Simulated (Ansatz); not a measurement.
# Ba: the cost of one run

Computed with the Python package of Ansatz 0.2.0. Level of theory: DFT PBE, plane waves, PAW.

This is Ba in the simple cubic structure; at room conditions it is bcc.

## 1. The system

Ba Pm-3m: The structure is cubic, space group Pm-3m (No. 221). Conventional cell: a = 4.110 Å, b = 4.110 Å, c = 4.110 Å, α = 90.00°, β = 90.00°, γ = 90.00°. Around Ba (site symmetry m-3m) lie 6 Ba at 4.11 Å.

Ba Fd-3m: Symmetry: Fd-3m, No. 227, cubic system. Conventional cell: a = 8.680 Å, b = 8.680 Å, c = 8.680 Å, α = 90.00°, β = 90.00°, γ = 90.00°. Ba (site symmetry -43m) is surrounded by 4 Ba at 3.76 Å.

No structure file is read: the coordinates are typed or built in the script.

## 2. Script

Contents of ba_transition.py:

```python
import warnings

import ansatz as az
import numpy as np


def sc(a_site, a):
    return (
        az.Lattice.cubic(a)
        .space_group(221)
        .atom(a_site, (0, 0, 0))
    )


def diamond(A, a):
    return (
        az.Lattice.fcc(a)
        .space_group(227, origin_choice=1)
        .atom(A, (0, 0, 0))
        .primitive()
    )


def compute(name, crystal, pressure=0.0):
    calc = crystal.calculation()
    calc = calc.basis(520)
    calc = calc.kpoints(spacing=0.16).occupations("fermi_dirac", width=0.1)
    calc = calc.relax(force_tolerance=0.02, cell=True, pressure=pressure)
    return calc.run(threads=1)


def volume_per_atom(outcome):
    return abs(np.linalg.det(outcome.lattice.cell_ang)) / len(outcome.lattice.sites)

warnings.simplefilter("ignore", az.DeckWarning)

phases = {}
phases["sc"] = sc("Ba", 4.11)
phases["diamond"] = diamond("Ba", 8.68)

pressures = [0, 20, 40, 60]
enthalpy, volume = {name: [] for name in phases}, {name: [] for name in phases}
for p in pressures:
    for name, crystal in phases.items():
        o = compute(name, crystal, pressure=p)
        volume[name].append(volume_per_atom(o))
        enthalpy[name].append(o.report["energy_sigma0_ev"] / len(o.lattice.sites) + p * volume[name][-1] / 160.21766)
gap = np.array(enthalpy["diamond"]) - np.array(enthalpy["sc"])
rows = [(p, va, vb, 1000 * d) for p, va, vb, d in zip(pressures, volume["sc"], volume["diamond"], gap)]
print("   P (GPa)  V sc (A^3/atom)  V diamond (A^3/atom)  H(diamond) - H(sc) (meV/atom)")
for row in rows:
    print(f"{row[0]:10d}  {row[1]:15.3f}  {row[2]:20.3f}  {row[3]:+29.1f}")
crossings = [p0 - g0 * (p1 - p0) / (g1 - g0) for p0, p1, g0, g1 in zip(pressures, pressures[1:], gap, gap[1:]) if g0 * g1 < 0]
print("crossing near", [round(float(p), 1) for p in crossings], "GPa") if crossings else print("no crossing in this range")
```

## 3. The calls as engine input

The engine receives this input (first run):

```yaml
crystal:
  lattice:
    bravais: cubic
    a: 4.11
  space_group: 221
  atoms:
    - { symbol: Ba, position: [0.0, 0.0, 0.0] }
basis:
  ecutwfc: 520.0
kpoints:
  mp_grid:
    kspacing: 0.16
scf:
  occupations:
    method: fermi_dirac
    width: 0.1
relax:
  f_tol: 0.02
  cell:
    p_target: 0.0
```

## 4. Launch

Started as:

```bash
> python ba_transition.py
```

Q: Estimate wall time and peak memory on 1 thread of Arm Neoverse V1, shared host.

About 4.3 min, with a peak of 0.59 GiB.
